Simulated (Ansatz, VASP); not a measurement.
# Pb in VASP and in Ansatz

```
CELL_PARAMETERS angstrom
0.00000 2.52356 2.52356
2.52356 0.00000 2.52356
2.52356 2.52356 0.00000
ATOMIC_POSITIONS crystal
Pb 0.00000 0.00000 0.00000
```

Change from the starting cell: volume scaled by 1.06.

Alike in both runs: task single point; functional PBEsol; k mesh 9 × 9 × 9; occupations fermi-dirac, width 0.05 eV; no spin polarisation.

```csv
,VASP,Ansatz
version,VASP 6.6.1,Ansatz 0.2.0
potentials or method,"VASP PAW PBE potentials, release 64 (Pb_d)",Ansatz PAW
plane-wave cutoff (eV),520,420
valence electrons in the cell,14,14
```

VASP gave:

| Property | Result |
| --- | --- |
| gap on the k mesh at the Fermi level (eV) | none |
| pressure (GPa) | -3.0 |

Question: What did Ansatz give for the same quantities?

Answer: gap on the k mesh at the Fermi level (eV): none; pressure (GPa): -2.9.

A gap of «none» marks a metal or a gap that the smearing closes.

Caveats: the PAW data sets were made with another functional, which shifts forces and pressure a little (VASP); the PAW data sets come from PBE, with cores solved anew for the run's functional, which leaves a small shift of forces and pressure (Ansatz). Spin-orbit coupling is left out, which matters for the levels of Pb.
